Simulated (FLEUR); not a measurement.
# Si (Fd-3m) in FLEUR: further runs, part 2 of 2

FLEUR MaX-R8.1 (later development tree). The steps go on from the part before.

## 3. Equation of state, SCAN, 18.95 Å³/atom (volume scaled by 0.94)

Input file inp.xml:

```xml
<?xml version="1.0" encoding="UTF-8" standalone="no"?>
<fleurInput fleurInputVersion="0.39">
   <comment>
      Si                                                                                                  
   </comment>
   <calculationSetup>
      <cutoffs Kmax="4.9" Gmax="15.2" GmaxXC="15.2" numbands="0"/>
      <scfLoop itmax="80" minDistance="0.0001" maxIterBroyd="30" imix="Anderson" alpha="0.05" precondParam="0.0" spinf="2.0" sdNocoIR="T"/>
      <coreElectrons ctail="F" frcor="F" kcrel="0" coretail_lmax="0"/>
      <xcFunctional name="LibXC" relativisticCorrections="F">
         <LibXCName exchange="mgga_x_scan" correlation="mgga_c_scan"/>
         <AuxGGA exchange="117" correlation="130"/>
      </xcFunctional>
      <magnetism jspins="1"/>
      <soc l_soc="F" theta="0.0" phi="0.0" spav="F"/>
      <expertModes spex="0" secvar="F"/>
      <geometryOptimization l_f="F" forcealpha="1.0" forcemix="BFGS" epsdisp="0.00001" epsforce="0.00001"/>
      <ldaU l_linMix="F" mixParam="0.05" spinf="1.0"/>
   </calculationSetup>
   <cell>
      <bzIntegration valenceElectrons="24.0" mode="hist" fermiSmearingEnergy="0.00183747">
         <kPointListSelection listName="default-1"/>
         <!-- k-points included here -->
         <xi:include xmlns:xi="http://www.w3.org/2001/XInclude" href="kpts.xml"> </xi:include>
      </bzIntegration>
      <!-- symmetry operations included here -->
      <xi:include xmlns:xi="http://www.w3.org/2001/XInclude" href="sym.xml"> </xi:include>
      <bulkLattice scale="0.9795861087">
         <bravaisMatrix>
            <row-1>    0.0000000000000000     5.1435532944025564     5.1435532944025564</row-1>
            <row-2>    5.1435532944025564     0.0000000000000000     5.1435532944025564</row-2>
            <row-3>    5.1435532944025564     5.1435532944025564     0.0000000000000000</row-3>
         </bravaisMatrix>
      </bulkLattice>
   </cell>
   <atomSpecies>
      <species name="Silicon (Si)" element="Si" atomicNumber="14">
         <mtSphere radius="2.0" gridPoints="681" logIncrement="0.017"/>
         <atomicCutoffs lmax="8" lnonsphr="8"/>
         <electronConfig flipSpins="F">
            <coreConfig>(1s1/2)</coreConfig>
            <valenceConfig>(2s1/2) (2p1/2) (2p3/2) (3s1/2) (3p1/2) (3p3/2)</valenceConfig>
            <stateOccupation state="(3p1/2)" spinUp="0.333333" spinDown="0.333333"/>
            <stateOccupation state="(3p3/2)" spinUp="0.666667" spinDown="0.666667"/>
         </electronConfig>
         <energyParameters s="3" p="3" d="3" f="4"/>
         <lo type="SCLO" l="0" n="2" eDeriv="0"/>
         <lo type="SCLO" l="1" n="2" eDeriv="0"/>
         <lo type="SCLO" l="2" n="3" eDeriv="2"/>
         <lo type="SCLO" l="3" n="4" eDeriv="2"/>
      </species>
   </atomSpecies>
   <atomGroups>
      <atomGroup species="Silicon (Si)">
         <relPos label="                   1">3.000/8.000 3.000/8.000 3.000/8.000</relPos>
         <relPos label="                   2">-3.000/8.000 -3.000/8.000 -3.000/8.000</relPos>
         <force calculate="T" relaxXYZ="TTT"/>
      </atomGroup>
   </atomGroups>
   <output dos="F" band="F" slice="F">
      <checks vchk="F" cdinf="F"/>
      <bandDOS minEnergy="-.5*Htr" maxEnergy="0.5*Htr" sigma="0.015" storeEVData="T"/>
      <vacuumDOS vacdos="F" integ="F" star="F" nstars="0" locx1="0.0" locy1="0.0" locx2="0.0" locy2="0.0" nstm="0" tworkf="0.0"/>
      <unfoldingBand unfoldBand="F" supercellX="1" supercellY="1" supercellZ="1"/>
      <plotting iplot="0" polar="F">
         <plot TwoD="T" vec1="  1.0  0.0  0.0" vec2="  0.0  1.0  0.0" vec3="  0.0  0.0  1.0" zero="  0.0  0.0  0.0" file="plot"/>
      </plotting>
      <chargeDensitySlicing numkpt="0" minEigenval="0.0" maxEigenval="0.0" nnne="0" pallst="F"/>
      <specialOutput eonly="F"/>
      <moessbauerParams electricFieldGradient="T" isomerShift="T" coreHyperfine="T" valenceHyperfine="T"/>
      <magneticCircularDichroism mcd="F" energyLo="-10.0" energyUp="0.0"/>
   </output>
  <!-- We include the file relax.xml here to enable relaxations (see documentation) -->
  <xi:include xmlns:xi="http://www.w3.org/2001/XInclude" href="relax.xml"> <xi:fallback/> </xi:include>
</fleurInput>
```

Potentials or basis: all-electron, FLAPW.

Run with:

```sh
inpgen -f crystal.txt -profile fastHighL
# inp.xml edited to the form shown
fleur_MPI
```

Run time: 87 s. Hardware: 1 thread of Intel Xeon at 2.50GHz (Skylake/Cascade Lake), shared host; peak memory 0.08 GiB.

It converged, with:

```yaml
Free_energy: -15793.1833 eV
Band_gap_on_the_k_mesh: 0.76 eV, indirect (least direct gap 2.86 eV)
Valence_electrons_inside_the_program's_atomic_spheres: Si 9.81 (radii Si 2.0 bohr)
```

Caveat: the meta-GGA is that of a development version, with a GGA for the radial functions and cores and without core tails.

## 4. Equation of state, SCAN, 19.36 Å³/atom (volume scaled by 0.96)

Edit inp.xml of step 3 so:

```diff
@@ -27,3 +27,3 @@
       <xi:include xmlns:xi="http://www.w3.org/2001/XInclude" href="sym.xml"> </xi:include>
-      <bulkLattice scale="0.9795861087">
+      <bulkLattice scale="0.9864848297">
          <bravaisMatrix>
```

Run with:

```sh
inpgen -f crystal.txt -profile fastHighL
# inp.xml edited to the form shown
fleur_MPI
```

Run time: 87 s. Hardware: 1 thread of Intel Xeon at 2.50GHz (Skylake/Cascade Lake), shared host; peak memory 0.08 GiB.

Results (log left out):

- Free energy: -15793.2084 eV
- Band gap on the k mesh: 0.80 eV, indirect (least direct gap 2.86 eV)
- Valence electrons inside the program's atomic spheres: Si 9.79 (radii Si 2.0 bohr)

Caveat: the meta-GGA is that of a development version, with a GGA for the radial functions and cores and without core tails.

## 5. Equation of state, SCAN, 20.16 Å³/atom

Edit inp.xml of step 4 so:

```diff
@@ -27,3 +27,3 @@
       <xi:include xmlns:xi="http://www.w3.org/2001/XInclude" href="sym.xml"> </xi:include>
-      <bulkLattice scale="0.9864848297">
+      <bulkLattice scale="1.0000000000">
          <bravaisMatrix>
```

Run with:

```sh
inpgen -f crystal.txt -profile fastHighL
# inp.xml edited to the form shown
fleur_MPI
```

It took 1.7 min on 1 thread of Intel Xeon at 2.50GHz (Skylake/Cascade Lake), shared host; peak memory 0.08 GiB.

Results (log left out):

| Quantity | Value |
| --- | --- |
| Free energy | -15793.2236 eV |
| Band gap on the k mesh | 0.87 eV, indirect (least direct gap 2.84 eV) |
| Valence electrons inside the program's atomic spheres | Si 9.76 (radii Si 2.0 bohr) |

Caveat: the meta-GGA is that of a development version, with a GGA for the radial functions and cores and without core tails.

## 6. Equation of state, SCAN, 20.97 Å³/atom (volume scaled by 1.04)

Edit inp.xml of step 5 so:

```diff
@@ -27,3 +27,3 @@
       <xi:include xmlns:xi="http://www.w3.org/2001/XInclude" href="sym.xml"> </xi:include>
-      <bulkLattice scale="1.0000000000">
+      <bulkLattice scale="1.0131594038">
          <bravaisMatrix>
```

Potentials or basis: all-electron, FLAPW.

Run with:

```sh
inpgen -f crystal.txt -profile fastHighL
# inp.xml edited to the form shown
fleur_MPI
```

Wall time 2 min (1 thread of Intel Xeon at 2.50GHz (Skylake/Cascade Lake), shared host); peak memory 0.08 GiB.

Results (log left out):

```yaml
Free_energy: -15793.1997 eV
Band_gap_on_the_k_mesh: 0.93 eV, indirect (least direct gap 2.83 eV)
Valence_electrons_inside_the_program's_atomic_spheres: Si 9.73 (radii Si 2.0 bohr)
```

Caveat: the meta-GGA is that of a development version, with a GGA for the radial functions and cores and without core tails.

## 7. Equation of state, SCAN, 21.37 Å³/atom (volume scaled by 1.06)

Edit inp.xml of step 6 so:

```diff
@@ -27,3 +27,3 @@
       <xi:include xmlns:xi="http://www.w3.org/2001/XInclude" href="sym.xml"> </xi:include>
-      <bulkLattice scale="1.0131594038">
+      <bulkLattice scale="1.0196128224">
          <bravaisMatrix>
```

Run with:

```sh
inpgen -f crystal.txt -profile fastHighL
# inp.xml edited to the form shown
fleur_MPI
```

Wall time 1.9 min (1 thread of Intel Xeon at 2.50GHz (Skylake/Cascade Lake), shared host); peak memory 0.08 GiB.

It converged, with:

| Quantity | Value |
| --- | --- |
| Free energy | -15793.1756 eV |
| Band gap on the k mesh | 0.96 eV, indirect (least direct gap 2.82 eV) |
| Valence electrons inside the program's atomic spheres | Si 9.71 (radii Si 2.0 bohr) |

Caveat: the meta-GGA is that of a development version, with a GGA for the radial functions and cores and without core tails.

## 8. Equation of state, SCAN

This step only gathers the single runs of the series.

What came out:

```yaml
Equilibrium_volume: 20.05 Å³/atom
Bulk_modulus: 99 GPa
```

Energy against volume, from the lowest point:
```
volume (Å³/atom)  energy (meV/atom)
          18.955              20.13
          19.358               7.61
          20.165               0.00
          20.971              11.92
          21.375              23.99
```

Caveat: the meta-GGA is that of a development version, with a GGA for the radial functions and cores and without core tails.
